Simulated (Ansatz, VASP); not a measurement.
## SiO2: VASP beside Ansatz

The input INCAR:

```
PREC     = Accurate       # precision mode
ENCUT    = 520            # plane-wave cutoff, eV
EDIFF    = 1E-8           # SCF threshold, eV
ISMEAR   = -1             # smearing method
SIGMA    = 0.03           # smearing width, eV
LREAL    = F              # projectors in reciprocal space
LASPH    = T              # aspherical terms in the spheres
NELM     = 80             # most SCF steps
ALGO     = Normal         # electronic algorithm
ISIF     = 2              # what is computed and relaxed
LWAVE    = F              # write WAVECAR
LCHARG   = F              # write CHGCAR
GGA      = PE             # functional
LEFG     = T            
NBANDS   = 25             # bands
```

The input KPOINTS:

```
Automatic mesh
0
Gamma
  6 6 9
```

File POSCAR:

```
SiO2
1.0
    4.2620835590      0.0000000000      0.0000000000
    0.0000000000      4.2620835590      0.0000000000
    0.0000000000      0.0000000000      2.7201230877
Si O
2 4
Direct
    0.0000000000      0.0000000000      0.0000000000
    0.5000000000      0.5000000000      0.5000000000
    0.3067000000      0.3067000000      0.0000000000
    0.1933000000      0.8067000000      0.5000000000
    0.6933000000      0.6933000000      0.0000000000
    0.8067000000      0.1933000000      0.5000000000
```

Input for Ansatz:

```yaml
crystal:
  lattice:
    - [4.262083559, 0.0, 0.0]
    - [0.0, 4.262083559, 0.0]
    - [0.0, 0.0, 2.7201230877]
  atoms:
    - { symbol: Si, position: [0.0, 0.0, 0.0] }
    - { symbol: Si, position: [0.5, 0.5, 0.5] }
    - { symbol: O, position: [0.3067, 0.3067, 0.0] }
    - { symbol: O, position: [0.1933, 0.8067, 0.5] }
    - { symbol: O, position: [0.6933, 0.6933, 0.0] }
    - { symbol: O, position: [0.8067, 0.1933, 0.5] }
kpoints:
  mp_grid: { grid: [6, 6, 9] }
scf:
  occupations: { method: fermi_dirac, width: 0.03 }
hamiltonian:
  xc: pbe
  pseudopotentials: { kind: paw }
output:
  forces: true
  stress: true
  eigenvalues: true
  efg: { contact_densities: true }
  write_density: true
  write_potential: true
  elf: true
  volumetric_format: npy
```

Change from the starting cell: volume scaled by 1.06, PAW files.

Alike in both runs: task electric field gradients; functional PBE; k mesh 6 × 6 × 9; occupations fermi-dirac, width 0.03 eV; no spin polarisation.

```csv
,VASP,Ansatz
version,VASP 6.6.1,Ansatz 0.2.0
potentials or method,"VASP PAW PBE potentials, release 64 (Si, O)","PAW with Ansatz's default frozen-core files, scalar-relativistic"
plane-wave cutoff (eV),520,420
valence electrons in the cell,32,32
```

```csv
,VASP,Ansatz,Ansatz less VASP
gap on the k mesh at the Fermi level (eV),4.60,4.61,+0.016
pressure (GPa),-6.8,-7.0,-0.11
largest component of the traceless stress (GPa),1.88,2.26,+0.385
rms of the force components (eV/Å),0.071,0.079,+0.0076
Vzz of the field gradient on the site that differs most (V/Å²),22.0,19.7,-2.25
```

Atom by atom the forces differ by 0.008 eV/Å (rms over components).

Caveats: an odd mesh through Γ misses points on the zone boundary, where band edges often lie.
